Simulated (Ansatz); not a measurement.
## Sb2S3 (Stibnite): converging the G0W0 gap

Wanted: a G0W0 gap for Sb2S3 (Stibnite) that is converged in bands and cutoff, or an estimate of the limit.

Calculated with Ansatz 0.2.0; G0W0 on PBE, plane waves, PAW.

**1. The starting structure**

The structure is orthorhombic, space group Pnma (No. 62). Conventional cell: a = 11.311 Å, b = 3.839 Å, c = 11.223 Å, α = 90.00°, β = 90.00°, γ = 90.00°. Nearest to Sb lie 6 S at 2.52 to 3.16 Å. Nearest to Sb lie 5 S at 2.46 to 2.85 Å. Nearest to S lie 3 Sb at 2.52 to 2.68 Å. Nearest to S lie 5 Sb at 2.46 to 3.11 Å. Nearest to S lie 3 Sb at 2.54 to 3.16 Å. Farther neighbours and most contacts between anions are not listed.

The cell and positions come from the Crystallography Open Database and are kept as given unless a step says otherwise. Spin-orbit coupling is left out unless a step names it. The default PAW set here is soft_2. Its files were made with PBE.

**2. 239 empty bands, screening to 36 eV**

G0W0 replaces the xc potential by the self-energy, built once from these orbitals. Only a window of levels is corrected, while the sums run over the empty bands that the input names.

File input.yaml:

```yaml
crystal:
  lattice:
    - [11.311, 0.0, 0.0]
    - [0.0, 3.8389, 0.0]
    - [0.0, 0.0, 11.223]
  atoms:
    - { symbol: Sb, position: [0.47061, 0.25, 0.32595] }
    - { symbol: Sb, position: [0.02939, 0.75, 0.82595] }
    - { symbol: Sb, position: [0.97061, 0.25, 0.17405] }
    - { symbol: Sb, position: [0.52939, 0.75, 0.67405] }
    - { symbol: Sb, position: [0.35059, 0.75, 0.03602] }
    - { symbol: Sb, position: [0.14941, 0.25, 0.53602] }
    - { symbol: Sb, position: [0.85059, 0.75, 0.46398] }
    - { symbol: Sb, position: [0.64941, 0.25, 0.96398] }
    - { symbol: S, position: [0.29214, 0.25, 0.19181] }
    - { symbol: S, position: [0.20786, 0.75, 0.69181] }
    - { symbol: S, position: [0.79214, 0.25, 0.30819] }
    - { symbol: S, position: [0.70786, 0.75, 0.80819] }
    - { symbol: S, position: [0.5498, 0.75, 0.123] }
    - { symbol: S, position: [0.9502, 0.25, 0.623] }
    - { symbol: S, position: [0.0498, 0.75, 0.377] }
    - { symbol: S, position: [0.4502, 0.25, 0.877] }
    - { symbol: S, position: [0.3751, 0.75, 0.4389] }
    - { symbol: S, position: [0.1249, 0.25, 0.9389] }
    - { symbol: S, position: [0.8751, 0.75, 0.0611] }
    - { symbol: S, position: [0.6249, 0.25, 0.5611] }
kpoints:
  mp_grid: { grid: [2, 4, 2] }
hamiltonian:
  xc: pbe
scf:
  occupations: { method: fixed }
gw:
  n_empty_bands: 239
  ecut_chi: 36
  qp_bands: [v2, c2]
  qp_kpoints: band_edges
  screening: { model: contour_deformation }
```

Started as:

```sh
ansatz run input.yaml --threads 32 --pin off --max-ram 129024MiB --backend cuda --events-out ev --progress --plain --runs-dir out --devices 1 --max-vram 157GiB  # rebuilt from the run's record
```

Numbers of over 12 decimals in the logs are rounded to 6 here.

The log of the run:

```text
GPUs: using 1 of 1 available (devices: 1).
Engine: ansatz 0.2.0, aarch64-unknown-linux-gnu
Pseudopotentials: kind: paw
Pseudopotential: Sb, paw, valence charge 15, recommended cutoff 420 eV (normal), Sb.paw.azcp
Pseudopotential: S, paw, valence charge 6, recommended cutoff 420 eV (normal), S.paw.azcp
Functional definition: PBE
  parameter kappa = 0.804
  parameter beta = 0.066725
  exchange = pbe_x(kappa = kappa, mu = beta*pi^2/3)
  correlation = pbe_c(beta = beta)
device memory: the entry about to start is reckoned to put 14.4 GiB on a device that reports 182.5 GiB free (of which the cap on the GPU budget leaves the run 157.0 GiB)
GPU FFT provider: cuFFT
GPU libraries: cuBLAS 13.8.1, cuFFT 12.4.0, cuSOLVER 12.3.2
GPU matrix products: emulated (plane waves: as basis.precision tells), large ones in fixed point in workspaces of 1.00 GiB
Crystal: 20 atoms, lattice volume = 487.323 Å³
Basis set: ecut = 420 eV, 9525 PW (Γ)
Bands: 116, of which v1, the nominal top of the filled ones, is band 96 counted from 1 (95 counted from 0)
Symmetry: 8 space group operations
Space group: Pnma (ITA 62), of the structure as read, at distance tolerance 7.9e-5 Å
k-points: 12 of 16
Non-local potential: Sb, projectors of the file, l = 0: 2, l = 1: 2, l = 2: 2, l = 3: 2
Non-local potential: S, projectors of the file, l = 0: 2, l = 1: 2, l = 2: 2
PAW form: soft (Blöchl's): semilocal exchange-correlation on the pseudo side does not see the compensation charge
PAW one-centre angular grid: Sb, 590 points (default); XC on 64 Gauss nodes
PAW one-centre angular grid: S, 110 points (default); XC on 64 Gauss nodes
Initial density: superposition of atomic densities (neutral atoms: chi_scale 0, normalization atom), corrected by the library's trained network
Initial wavefunctions: pseudopotential atomic-orbital guess
GPU buffer pool allocated for 172800 grid points (all kernels)
GPU transforms: local potential and band sums: pruned to the plane-wave sphere, on 75×25×75
Functional: x = pbe(κ = 0.804, μ = 0.219515), c = pbe(β = 0.066725)
SCF iter   1: F=—  HF=-62705.722571 eV  |F-HF|=—  |Δ(HF+E_count)|=         —  Δρ=1.50e-3  dr2=1.30e-2  ethr=1.77e-3  ⟨swp⟩=5.0  Hψ=4650  notcnv=0  defer=200
preconditioner: auto → Resta (q_TF=auto, 2.336 Å⁻¹)  ε∞=5.3  [insulator: Δε(μ)=1.312 eV  Ē_g=8.602 eV  n_scr=110 (ndim 8)  ℏωp=17.8 eV  f_vac=0.022  ε∞_Penn≈5.3]
SCF iter   2: F=—  HF=-62705.718506 eV  |F-HF|=—  |Δ(HF+E_count)|=   4.06e-3  Δρ=7.87e-4  dr2=2.61e-3  ethr=6.76e-6  ⟨swp⟩=2.8  Hψ=2804  notcnv=0  defer=213
SCF iter   3: F=—  HF=-62705.720293 eV  |F-HF|=—  |Δ(HF+E_count)|=   1.79e-3  Δρ=2.61e-4  dr2=2.92e-4  ethr=1.36e-6  ⟨swp⟩=3.0  Hψ=2406  notcnv=0  defer=212
SCF iter   4: F=—  HF=-62705.720536 eV  |F-HF|=—  |Δ(HF+E_count)|=   2.43e-4  Δρ=8.54e-5  dr2=4.17e-5  ethr=1.52e-7  ⟨swp⟩=2.0  Hψ=1754  notcnv=0  defer=180
SCF iter   5: F=—  HF=-62705.720579 eV  |F-HF|=—  |Δ(HF+E_count)|=   4.25e-5  Δρ=2.07e-5  dr2=3.66e-6  ethr=2.17e-8  ⟨swp⟩=2.5  Hψ=2134  notcnv=0  defer=168
SCF iter   6: F=—  HF=-62705.720584 eV  |F-HF|=—  |Δ(HF+E_count)|=   5.45e-6  Δρ=9.18e-6  dr2=7.33e-7  ethr=1.91e-9  ⟨swp⟩=2.0  Hψ=1838  notcnv=0  defer=168
SCF iter   7: F=-62705.720585 eV  HF=-62705.720585 eV  |F-HF|=2.90e-8  |Δ(HF+E_count)|=   6.85e-7  Δρ=3.11e-6  dr2=5.23e-8  ethr=5.21e-11  ⟨swp⟩=9.5  Hψ=6480  notcnv=0
SCF 1 converged in 7 iterations: F = -62705.720585 eV  dr2 = 5.23e-8
  greatest PAW one-centre occupation: 0.996 electrons in one spin orbital (limit 2), on the Sb atom at site 6 (counted from 0), in its partial waves of l = 2
device memory: the entry about to start is reckoned to put 17.0 GiB (of the 18.0 GiB reckoned in all, the device holds 1.0 GiB already) on a device that reports 181.5 GiB free (of which the cap on the GPU budget leaves the run 156.0 GiB)
NSCF: frozen V_eff on 12 k-points
the band table was solved once the SCF had ended and its energy, with any forces and stress, was formed, with the checks that follow a solve (5209 applications of the Hamiltonian). They found nothing against the state; the energy, forces and stress were not computed again (output.eigenvalues in the input reference)
device memory: the entry about to start is reckoned to put 17.2 GiB on a device that reports 182.5 GiB free (of which the cap on the GPU budget leaves the run 157.0 GiB)
NSCF: frozen V_eff on 12 k-points
G₀W₀ screening: q 1/12
[... further progress lines ...]
SCF converged after 7 iterations
Free energy (F): -62705.720585 eV
Harris-Foulkes:  -62705.720585 eV  (|F-HF|=2.90e-8)
Internal energy: -62705.720585 eV  (E = F + TS)
E sigma→0 (E₀):  -62705.720585 eV
Fermi energy:    7.230893 eV
--- Per-component energies (eV) ---
  E_band       = -1543.620414
  E_kinetic    = 2928.903296
  E_local      = -15922.608969  (includes V_loc(G=0)·N_el)
  E_nonlocal   = 3237.517684
  E_hartree    = 7012.957515
  E_xc         = -2272.326332
  E_vxc        = -1817.408152  (∫ρ·V_xc dr)
  E_paw        = -43796.227690  (= ΣΔE_a)
  E_vpaw       = -3995.950969  (= ΣTr[D̂ρ^β])
  E_aug_tail   = 0.000008  (compensation charges beyond the density's cutoff)
  E_ewald      = -13893.936097
  E_smearing   = -0.000000  (= −TS)
  E_closure    = 0.000000  (closes the sum)
  Σ components = -62705.720585   (vs F -62705.720585, Δ=0.00e0)
--- Band table (eV; the first three rows and the last of 12) ---
[... rows of the band table ...]
--- G₀W₀: contour deformation, 6 samples at zero and on the imaginary axis and 1 off it, 16 q-points, 239 empty bands' worth ---
  eigenvalues of the whole cell's RPA ε∞ on this k-mesh (on a slab, of 1 + 4πα/V) = 8.8383, 13.4261, 13.8327; static W/v taken at q = 0 is 0.079940
  bands read: the sum over 335 bands ends inside a degenerate multiplet in 10 slots, whose members it reads at an even weight; the widest, k=10: bands 333 to 336 (counted from 1) at 3/4 each
  gw.qp_kpoints: band_edges: 12 of 12 stored k-points solved, in 1 pass; an edge of the gap read off the rows below is read off those points alone
    ik  band        ε_KS         Σx   Σc(E_QP)       V_xc       Z   E_QP_lin       E_QP  E_QP is
     0    95      7.0325   -16.3594     1.6990   -14.9782  0.7533     7.3488     7.3503  root
     0    96      7.2309   -16.7316     1.4775   -15.6880  0.7581     7.6625     7.6647  root
     0    97      8.6399    -9.1339    -2.8776   -12.5720  0.7813     9.2049     9.2004  root
     0    98      8.7838    -9.9640    -3.0942   -13.7968  0.7770     9.5321     9.5222  root
     1    95      7.1393   -17.1462     1.9394   -15.5489  0.7512     7.4797     7.4814  root
     1    96      7.1393   -17.1462     1.9394   -15.5489  0.7512     7.4797     7.4814  root
     1    97      8.5410    -9.5556    -2.9204   -13.1294  0.7775     9.2011     9.1943  root
     1    98      8.5410    -9.5556    -2.9204   -13.1294  0.7775     9.2011     9.1943  root
     2    95      6.8034   -17.2778     2.1676   -15.4077  0.7477     7.0994     7.1009  root
     2    96      6.9291   -16.9507     2.0345   -15.2150  0.7505     7.2265     7.2279  root
     2    97      8.8051    -9.1806    -2.8756   -12.6476  0.7780     9.4017     9.3965  root
     2    98      9.3226    -9.6894    -3.1035   -13.5279  0.7729    10.0679    10.0575  root
     3    95      6.8903   -17.2906     2.2202   -15.3503  0.7472     7.1690     7.1703  root
     3    96      6.8903   -17.2906     2.2202   -15.3503  0.7472     7.1690     7.1703  root
     3    97      9.2232    -9.6535    -3.0231   -13.3968  0.7744     9.9523     9.9433  root
     3    98      9.2232    -9.6535    -3.0231   -13.3968  0.7744     9.9523     9.9433  root
     4    95      6.9913   -17.0838     1.9842   -15.4178  0.7530     7.3080     7.3096  root
     4    96      6.9913   -17.0838     1.9842   -15.4178  0.7530     7.3080     7.3096  root
     4    97      9.4028    -9.3341    -3.1066   -13.1751  0.7732    10.1471    10.1371  root
     4    98      9.4028    -9.3341    -3.1066   -13.1751  0.7732    10.1471    10.1371  root
     5    95      6.7259   -17.1646     2.2091   -15.2194  0.7468     6.9885     6.9897  root
     5    96      6.7259   -17.1646     2.2091   -15.2194  0.7468     6.9885     6.9897  root
     5    97      9.0815    -9.6186    -2.9966   -13.2886  0.7740     9.7624     9.7550  root
     5    98      9.0815    -9.6186    -2.9966   -13.2886  0.7740     9.7624     9.7550  root
[...]
10    95      6.7644   -17.0327     2.1967   -15.0927  0.7467     7.0200     7.0212  root
    10    96      6.7644   -17.0327     2.1967   -15.0927  0.7467     7.0200     7.0212  root
    10    97      9.4613    -9.5288    -3.1136   -13.3310  0.7710    10.1590    10.1499  root
    10    98      9.4613    -9.5288    -3.1136   -13.3310  0.7710    10.1590    10.1499  root
    11    95      6.4278   -16.9929     2.3546   -14.8463  0.7412     6.6348     6.6357  root
    11    96      6.4278   -16.9929     2.3546   -14.8463  0.7412     6.6348     6.6357  root
    11    97      9.3136    -9.2608    -3.1002   -13.0219  0.7735     9.9823     9.9744  root
    11    98      9.3136    -9.2608    -3.1002   -13.0219  0.7735     9.9823     9.9744  root
```

Run time: 14 s. Hardware: 1 × NVIDIA GB200 with 32 threads of Arm Neoverse V2, shared host; peak memory 2.4 GiB.

Reading the cycles: dr2 is the Hartree energy of the density residual (eV), the measure of convergence; HF is the Harris–Foulkes estimate of the energy, which meets the free energy F at convergence.

This step gave:

```yaml
bands_summed: 335
rpa_eps_infinity_on_this_mesh_eigenvalues: 8.838, 13.43, 13.83
plane_waves_in_the_screening_matrix: 235
q_points_in_the_mesh: 16
g0w0_gap_on_the_mesh: 1.530 eV
k_of_the_valence_top: 0, 0, 0
k_of_the_conduction_bottom: 0, 0, -0.5
starting_gap_on_the_mesh: 1.310 eV
z_at_the_valence_top: 0.7581
z_at_the_conduction_bottom: 0.7775
least_direct_g0w0_gap_on_the_computed_points: 1.536 eV
```

The gap on the mesh goes from 1.31 eV to 1.53 eV, a correction of +0.22 eV. Between the two edge states, bare exchange in place of the xc potential would open the gap by 4.62 eV, and correlation takes back 4.40 eV.

**3. 676 empty bands, screening to 72 eV**

Another rung: the empty bands reach about as high as the screening cutoff, so the two stay in balance.

input.yaml: that of step 2 with these lines changed.

```diff
@@ -33,4 +33,4 @@
 gw:
-  n_empty_bands: 239
-  ecut_chi: 36
+  n_empty_bands: 676
+  ecut_chi: 72
   qp_bands: [v2, c2]
```

The log of the run:

```text
GPUs: using 1 of 1 available (devices: 1).
[...]
GPU FFT provider: cuFFT
GPU libraries: cuBLAS 13.8.1, cuFFT 12.4.0, cuSOLVER 12.3.2
[...]
Crystal: 20 atoms, lattice volume = 487.323 Å³
Basis set: ecut = 420 eV, 9525 PW (Γ)
Bands: 116, of which v1, the nominal top of the filled ones, is band 96 counted from 1 (95 counted from 0)
Symmetry: 8 space group operations
[...]
k-points: 12 of 16
[...]
GPU buffer pool allocated for 172800 grid points (all kernels)
[...]
SCF iter   1: F=—  HF=-62705.722571 eV  |F-HF|=—  |Δ(HF+E_count)|=         —  Δρ=1.50e-3  dr2=1.30e-2  ethr=1.77e-3  ⟨swp⟩=5.0  Hψ=4650  notcnv=0  defer=200
[...]
SCF iter   7: F=-62705.720585 eV  HF=-62705.720585 eV  |F-HF|=2.90e-8  |Δ(HF+E_count)|=   6.85e-7  Δρ=3.11e-6  dr2=5.23e-8  ethr=5.21e-11  ⟨swp⟩=9.5  Hψ=6480  notcnv=0
SCF 1 converged in 7 iterations: F = -62705.720585 eV  dr2 = 5.23e-8
[...]
NSCF: frozen V_eff on 12 k-points
[...]
G₀W₀ screening: q 1/12
[... further progress lines ...]
SCF converged after 7 iterations
Free energy (F): -62705.720585 eV
[...]
Internal energy: -62705.720585 eV  (E = F + TS)
E sigma→0 (E₀):  -62705.720585 eV
Fermi energy:    7.230893 eV
[...]
--- Band table (eV; the first three rows and the last of 12) ---
[... rows of the band table ...]
[...]
0    95      7.0325   -16.3594     1.2956   -14.9782  0.7460     6.9468     6.9470  root
     0    96      7.2309   -16.7316     1.0399   -15.6880  0.7501     7.2272     7.2272  root
     0    97      8.6399    -9.1339    -3.2121   -12.5720  0.7756     8.8666     8.8659  root
     0    98      8.7838    -9.9640    -3.4629   -13.7968  0.7703     9.1558     9.1536  root
     1    95      7.1393   -17.1462     1.5206   -15.5489  0.7432     7.0626     7.0627  root
     1    96      7.1393   -17.1462     1.5206   -15.5489  0.7432     7.0626     7.0627  root
     1    97      8.5410    -9.5556    -3.2793   -13.1294  0.7714     8.8367     8.8355  root
     1    98      8.5410    -9.5556    -3.2793   -13.1294  0.7714     8.8367     8.8355  root
[...]
11    95      6.4278   -16.9929     1.9843   -14.8463  0.7343     6.2649     6.2654  root
    11    96      6.4278   -16.9929     1.9843   -14.8463  0.7343     6.2649     6.2654  root
    11    97      9.3136    -9.2608    -3.4536   -13.0219  0.7676     9.6225     9.6210  root
    11    98      9.3136    -9.2608    -3.4536   -13.0219  0.7676     9.6225     9.6210  root
```

Elapsed: 27 s, on 1 × NVIDIA GB200 with 32 threads; peak memory 4.1 GiB.

This step gave:

* bands summed: 772
* RPA ε∞ on this mesh (eigenvalues): 8.727, 13.10, 13.40
* plane waves in the screening matrix: 693
* q-points in the mesh: 16
* G0W0 gap on the mesh: 1.608 eV
* k of the valence top: 0, 0, 0
* k of the conduction bottom: 0, 0, -0.5
* starting gap on the mesh: 1.310 eV
* Z at the valence top: 0.7501
* Z at the conduction bottom: 0.7714
* least direct G0W0 gap on the computed points: 1.639 eV

Against the run with 2×4×2 mesh, 239 empty bands, screening to 36 eV, the gap moves by +0.08 eV.

**4. 1454 empty bands, screening to 120 eV**

input.yaml: that of step 3 with these lines changed.

```diff
@@ -33,4 +33,4 @@
 gw:
-  n_empty_bands: 676
-  ecut_chi: 72
+  n_empty_bands: 1454
+  ecut_chi: 120.0
   qp_bands: [v2, c2]
```

The log of the run:

```text
GPUs: using 1 of 1 available (devices: 1).
[...]
GPU FFT provider: cuFFT
GPU libraries: cuBLAS 13.8.1, cuFFT 12.4.0, cuSOLVER 12.3.2
[...]
Crystal: 20 atoms, lattice volume = 487.323 Å³
Basis set: ecut = 420 eV, 9525 PW (Γ)
Bands: 116, of which v1, the nominal top of the filled ones, is band 96 counted from 1 (95 counted from 0)
Symmetry: 8 space group operations
[...]
k-points: 12 of 16
[...]
1    98      8.5410    -9.5556    -3.4918   -13.1294  0.7693     8.6231     8.6230  root
[...]
11    95      6.4278   -16.9929     1.7445   -14.8463  0.7308     6.0219     6.0256  root
    11    96      6.4278   -16.9929     1.7445   -14.8463  0.7308     6.0219     6.0256  root
    11    97      9.3136    -9.2608    -3.6622   -13.0219  0.7653     9.4126     9.4124  root
    11    98      9.3136    -9.2608    -3.6622   -13.0219  0.7653     9.4126     9.4124  root
[key lines of the parts left out:]
SCF converged after 7 iterations
Free energy (F): -62705.720585 eV
Fermi energy:    7.230893 eV
```

The job ended after 70 s (1 × NVIDIA GB200 with 32 threads; peak memory 8.4 GiB).

This step gave:

| Quantity | Value |
| --- | --- |
| bands summed | 1550 |
| RPA ε∞ on this mesh (eigenvalues) | 8.706, 13.04, 13.33 |
| plane waves in the screening matrix | 1471 |
| G0W0 gap on the mesh | 1.666 eV |
| k of the valence top | 0, 0, 0 |
| k of the conduction bottom | 0, 0, -0.5 |
| starting gap on the mesh | 1.310 eV |
| least direct G0W0 gap on the computed points | 1.708 eV |

Against the run with 2×4×2 mesh, 676 empty bands, screening to 72 eV, the gap moves by +0.06 eV.

[end of part 1 of 2]

[Paths, hosts, dates, memory and timing lines, banners, echoed tables and standing remarks are left out of the program output.]

[Logs are printed without paths, hosts, clocks, repeated set-up lines and the standing remarks that a program may print on its own settings, such as how far it seeks lower states.]

[Runs of the session that timed out or met a known fault of the program may be left out.]

[Cells called generated may have been cut or substituted from an entry of the Crystallography Open Database or the Materials Project.]

[Hosts, paths, dates, database ids (printed as entryN), source tags and the programs' standing remarks are cut or masked in the printed files.]
